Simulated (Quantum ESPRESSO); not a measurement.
Crystal: NbAs.

```xyz
4
Lattice="-1.7259 1.7259 5.8400 1.7259 -1.7259 5.8400 1.7259 1.7259 -5.8400" Properties=species:S:1:pos:R:3 pbc="T T T"
Nb    0.0000    1.7259    0.0000
Nb    0.0000    0.0000    8.7600
As    0.0000    1.7259    4.8589
As    0.0000    0.0000    1.9389
```

| Property | Result |
| --- | --- |
| Program | Quantum ESPRESSO 7.5 |
| Task | phonons |
| Functional | PBEsol |
| Potentials or basis | GBRV 1.5 PBEsol |
| Cutoff | 612 eV |
| Density cutoff | 4898 eV |
| k mesh | 8 × 8 × 8 |
| Occupations | methfessel-paxton, width 0.272 eV |
| Spin | no spin polarisation |
| Mixing beta | 0.5 |
| Most SCF iterations | 120 |
| SCF threshold | 8e-10 Ry |

The cell and the atoms were relaxed first, to 17.19 Å³/atom (a = 6.291 Å, b = 6.291 Å, c = 6.291 Å, α = 148.24°, β = 148.24°, γ = 45.53°), and the response was taken there.

```
Nb As
1.0
    -1.72134    1.72134    5.80072
     1.72134   -1.72134    5.80072
     1.72134    1.72134   -5.80072
Nb As
2 2
Direct
  0.49873 0.99873 0.50000
  0.74873 0.74873 0.00000
  0.91727 0.41727 0.50000
  0.16727 0.16727 0.00000
```

What is the highest optical frequency at the zone centre, leaving out the macroscopic field of polar modes?

270 cm⁻¹, a mode of symmetry E (IR and Raman).

Optical modes at Γ, degenerate ones joined, polar ones without the macroscopic field:
| cm⁻¹ | components | symmetry | active in |
| --- | --- | --- | --- |
| 150 | 2 | E | IR and Raman |
| 226 | 1 | B1 | Raman |
| 250 | 1 | B1 | Raman |
| 256 | 2 | E | IR and Raman |
| 269 | 1 | A1 | IR and Raman |
| 270 | 2 | E | IR and Raman |

Caveat: this smearing can shift energies of a crystal with a gap.
